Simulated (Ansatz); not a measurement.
The system is I.

```
I
1.0
    -1.61746    1.61746    4.26481
     1.61746   -1.61746    4.26481
     1.61746    1.61746   -4.26481
I
1
Direct
  0.00000 0.00000 0.00000
```

Base run:

```yaml
Program: Ansatz 0.2.0
Functional: RPBE
Potentials_or_basis: all-electron LAPW, scalar-relativistic
Cutoff: 159 eV (chosen from the basis error)
Basis_error_allowed: 0.001 eV/atom
k_mesh: 11 × 11 × 11
Occupations: gaussian, width 0.1 eV
Spin: no spin polarisation
```

Its results: band gap on the k mesh none (metal or under the smearing width); pressure 1.3 GPa.

Q: The run is repeated on the same cell with these changes: functional from RPBE to PBEsol; occupations from gaussian, width 0.1 eV to gaussian, width 0.02 eV. What comes out?

A: Band gap on the k mesh none (metal or under the smearing width); pressure -1.4 GPa.

Caveats: an odd number of electrons without spin polarisation forces a metal; a magnetic or distorted state may lie lower.
